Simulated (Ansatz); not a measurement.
Bi:

```xyz
2
Lattice="2.2675 1.3091 3.9380 -2.2675 1.3091 3.9380 0.0000 -2.6183 3.9380" Properties=species:S:1:pos:R:3 pbc="T T T"
Bi    0.0000    0.0000    9.0495
Bi    0.0000    0.0000    2.7645
```

```yaml
Program: Ansatz 0.2.0
Task: single point
Functional: PBEsol
Potentials_or_basis: all-electron LAPW, scalar-relativistic
Cutoff: 214 eV (chosen from the basis error)
Basis_error_allowed: 0.001 eV/atom
k_mesh: 7 × 7 × 7
Occupations: fermi-dirac, width 0.05 eV
Spin: no spin polarisation
```

On this cell: pressure -0.3 GPa; largest force 0.131 eV/Å; band gap on the k mesh 0.26 eV, indirect (least direct gap 0.52 eV).

The same run follows on a disturbed copy (atoms moved at random, drawn with an rms of 0.05 Å):

```
Bi
1.0
     2.26750    1.30914    3.93800
    -2.26750    1.30914    3.93800
     0.00000   -2.61828    3.93800
Bi
2
Direct
  0.77243 0.78624 0.75406
  0.23222 0.23858 0.23225
```

Q: What does the disturbed cell give?

A: The energy moves by +9.5 meV/atom; pressure 0.3 GPa; largest force 0.437 eV/Å; band gap on the k mesh 0.23 eV, indirect (least direct gap 0.51 eV).

Forces on the atoms (eV/Å):
```
Bi   0.043 -0.182 -0.395
Bi  -0.043  0.182  0.395
```

Stress tensor (GPa, compression positive):
```
-0.18  0.12 -0.23
 0.12  0.83  0.88
-0.23  0.88  0.28
```

Caveats: spin-orbit coupling is left out, which as a rule narrows the gap of such compounds by several tenths of an eV; an odd mesh through Γ misses points on the zone boundary, where band edges often lie.
